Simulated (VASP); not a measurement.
# H4C: single point with PBE+D3(BJ)

Crystal: H4C.

```
C H
1.0
     7.89124    0.00000    0.00000
     0.00000    7.89124    0.00000
     0.00000    0.00000    7.89124
C H
6 24
Cartesian
  1.8447 1.3696 3.7262
  4.5809 7.5518 0.8622
  7.5657 4.3316 2.9351
  7.3439 1.6627 7.1470
  3.8188 3.3172 6.9297
  7.2785 5.8880 6.7111
  1.6804 1.4147 4.8476
  1.2035 1.7301 2.9437
  2.1421 0.3243 3.4068
  2.8036 1.9109 3.6267
  5.4450 7.7594 1.5064
  4.0296 8.4945 1.1755
  3.9378 6.5778 0.9022
  4.8991 7.5238 -0.1798
  8.2297 4.2358 2.0159
  7.9706 4.9647 3.7414
  7.2687 3.3522 3.3151
  6.6354 4.7549 2.4659
  7.8777 2.2721 7.8826
  6.2643 1.8864 7.2977
  7.4980 0.6140 7.2643
  7.6338 2.0190 6.0709
  4.6916 3.8833 7.0355
  4.0699 2.4101 7.4620
  3.5730 3.1283 5.8603
  2.8739 3.8642 7.2376
  7.1183 4.8152 7.0388
  6.9598 5.9482 5.6482
  8.2994 6.2065 6.9027
  6.6929 6.5455 7.3215
```

The cell was built by a generator and needn't be a form met in nature.

```
Program             : VASP 6.6.1
Task                : single point
Functional          : PBE
Dispersion          : D3(BJ)
Potentials or basis : VASP PAW PBE potentials, release 64 (C, H)
Cutoff              : 520 eV
k mesh              : 1 × 1 × 1
Occupations         : fermi-dirac, width 0.05 eV
Spin                : no spin polarisation
```

```
Pressure                   : -1.0 GPa
Largest force              : 2.832 eV/Å
Band gap on the k mesh     : 6.73 eV, direct
Dispersion energy per atom : -0.020 eV
```

Forces on the atoms (eV/Å):
```
C    2.402 -1.320  0.713
C   -1.363  0.080  0.249
C   -0.546  0.255 -1.722
C   -0.553  1.833 -1.647
C   -2.412 -0.061 -0.969
C   -0.294 -1.514 -0.267
H   -0.800 -0.044 -1.402
H   -1.015  0.510  0.276
H   -0.433  0.663  0.585
H   -0.091  0.143 -0.193
H    0.292 -1.362  0.111
H   -0.325 -1.051 -1.023
H    1.209  1.607  0.944
H    0.068  0.725 -0.204
H   -0.193 -0.034  1.309
H   -0.029 -0.111 -0.422
H    0.261 -0.182  0.080
H    0.484  0.088  0.714
H    0.276 -0.168  0.013
H    0.447 -0.184 -0.199
H    0.349 -0.689  0.113
H   -0.427 -0.665  1.771
H    1.259  1.564 -0.112
H   -0.701 -0.604  0.231
H    0.658 -0.240  0.361
H    1.127 -0.584  0.470
H    0.267  1.082 -0.186
H    0.375  0.220  0.484
H    0.483 -0.203 -0.406
H   -0.777  0.248  0.330
```

Stress tensor (GPa, compression positive):
```
-0.17 -0.24 -0.22
-0.24 -0.70 -0.64
-0.22 -0.64 -2.23
```

Levels at points of the mesh, in eV from the valence-band top:
```csv
k point,band 22,band 23,band 24,band 25,band 26,band 27
"(0.00, 0.00, 0.00)",-0.33,-0.23,0.00,6.73,8.69,8.84
```

Run time: 58 s on 1 thread of Intel(R) Xeon(R) Platinum 8259CL CPU @ 2.50GHz (Skylake/Cascade Lake), on a shared host, peak memory 0.44 GiB.

A hybrid or GW would open this gap; PBE tends to underestimate it.
